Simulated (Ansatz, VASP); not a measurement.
## Two plane-wave programs on BaTiO3

```xyz
5
Lattice="3.9998 0.0000 0.0000 0.0000 3.9998 0.0000 0.0000 0.0000 4.0180" Properties=species:S:1:pos:R:3 pbc="T T T"
Ba    0.0000    0.0000    0.0000
Ti    1.9999    1.9999    1.9688
O     0.0000    1.9999    2.0773
O     1.9999    0.0000    2.0773
O     1.9999    1.9999    0.0763
```

Alike in both runs: task relaxation of cell and atoms; functional revPBE; dispersion D3(BJ); k mesh 7 × 7 × 7; occupations fermi-dirac, width 0.05 eV; no spin polarisation.

```csv
,VASP,Ansatz
version,VASP 6.6.1,Ansatz 0.2.0
potentials or method,"VASP PAW PBE potentials, release 64 (Ba_sv, Ti_sv, O)",Ansatz PAW
plane-wave cutoff (eV),600,420
valence electrons in the cell,40,40
```

```csv
,VASP,Ansatz,Ansatz less VASP
relaxed volume (Å³/atom),13.08,12.94,-0.140
relaxed cell length with the largest relative difference (Å),4.115,4.093,-0.0226
energy change over the relaxation (meV/atom),-3,-3,+0.7
```

Caveats: the PAW data sets were made with another functional, which shifts forces and pressure a little (VASP); the plane-wave basis is chosen anew once the cell has moved, so the energies of steps on either side of that aren't comparable (Ansatz); the pressure holds a Pulay correction of +0.5 GPa for the finite cutoff (Ansatz); the PAW data sets come from PBE, with cores solved anew for the run's functional, which leaves a small shift of forces and pressure (Ansatz). Zero-point motion and thermal expansion aren't in these numbers. A k mesh can miss the band edges.
